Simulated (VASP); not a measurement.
CsI:

```
Cs I
1.0
     4.56670    0.00000    0.00000
     0.00000    4.56670    0.00000
     0.00000    0.00000    4.56670
Cs I
1 1
Direct
  0.00000 0.00000 0.00000
  0.50000 0.50000 0.50000
```

- Program: VASP 6.6.1
- Task: relaxation of cell and atoms
- Functional: PBE
- Potentials or basis: VASP PAW PBE potentials, release 64 (Cs_sv, I)
- Cutoff: 600 eV
- k mesh: 6 × 6 × 6
- Occupations: fermi-dirac, width 0.02 eV
- Spin: no spin polarisation

At the start: pressure 0.8 GPa; volume 47.62 Å³/atom.

Q: Where does the relaxation end?

A: Over 8 steps the energy falls by 7.6 meV/atom and the volume is 50.87 Å³/atom (+6.8 %); space group Pm-3m (No. 221, to 0.05 Å).

The path:
```csv
step,energy change (eV),largest force (eV/Å),pressure (GPa),volume (Å³)
1,0.0000,0.0000,0.79,95.24
2,-0.0117,0.0000,0.39,98.52
3,-0.0153,0.0000,-0.04,101.97
4,-0.0153,0.0000,0.02,101.61
5,-0.0153,0.0000,0.02,101.74
6,-0.0153,0.0000,0.02,101.74
7,-0.0153,0.0000,0.02,101.75
8,-0.0153,0.0000,0.01,101.75
```

Final structure:
```
Cs I
1.0
     4.66847    0.00000    0.00000
     0.00000    4.66847    0.00000
     0.00000    0.00000    4.66847
Cs I
1 1
Direct
  0.00000 0.00000 0.00000
  0.50000 0.50000 0.50000
```
